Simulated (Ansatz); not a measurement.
# ZrB2: from a trial structure to a relaxed crystal

Level of theory: Ansatz, DFT PBE, scalar-relativistic, plane waves, PAW. Cutoff 420 eV, Γ-centred k mesh, Gaussian smearing, no spin polarisation in the final step.

The start puts ZrB2 on the MoSi2 (C11b) structure type (I4/mmm, No. 139), with Zr in place of Mo, B in place of Si, at a guessed volume.

```
CELL_PARAMETERS angstrom
-1.45692 1.45692 3.57401
1.45692 -1.45692 3.57401
1.45692 1.45692 -3.57401
ATOMIC_POSITIONS crystal
Zr 0.00000 0.00000 0.00000
B 0.66500 0.66500 0.00000
B 0.33500 0.33500 0.00000
```

Cell and atoms relax at zero pressure; the relaxation can't lower the symmetry of the start. After a coarse first stage the cell is made exact in the group found at 0.06 Å.

Energies over the elements count from the elements' standard structures at the same level, with no empirical corrections.

(1) Describe the relaxed structure.

(2) What are its volume, energy, density and gap?

Answers

(1) It keeps I4/mmm (No. 139). The result has the CaC2 structure. Conventional cell: a = 3.463 Å, c = 6.318 Å. Zr has 2 B at 2.38 Å and 8 B at 2.57 Å; B is coordinated by 1 B at 1.56 Å.

```
Zr B
1.0
    -1.73143    1.73143    3.15891
     1.73143   -1.73143    3.15891
     1.73143    1.73143   -3.15891
Zr B
1 2
Direct
  0.00000 0.00000 0.00000
  0.62321 0.62321 0.00000
  0.37679 0.37679 0.00000
```

(2) The volume per atom is 12.63 Å³ and the density is 4.95 g/cm³. The energy over the elements is 0.08 eV/atom and the gap on the 18×18×18 mesh is 0 eV (a metal).

The final run used a 18×18×18 mesh on its 3-atom cell and 0.10 eV smearing. For metals, differences of a few meV/atom aren't resolved. A structure relaxed within its symmetry needn't be a true minimum. The steps took of the order of 3 core-minutes in all.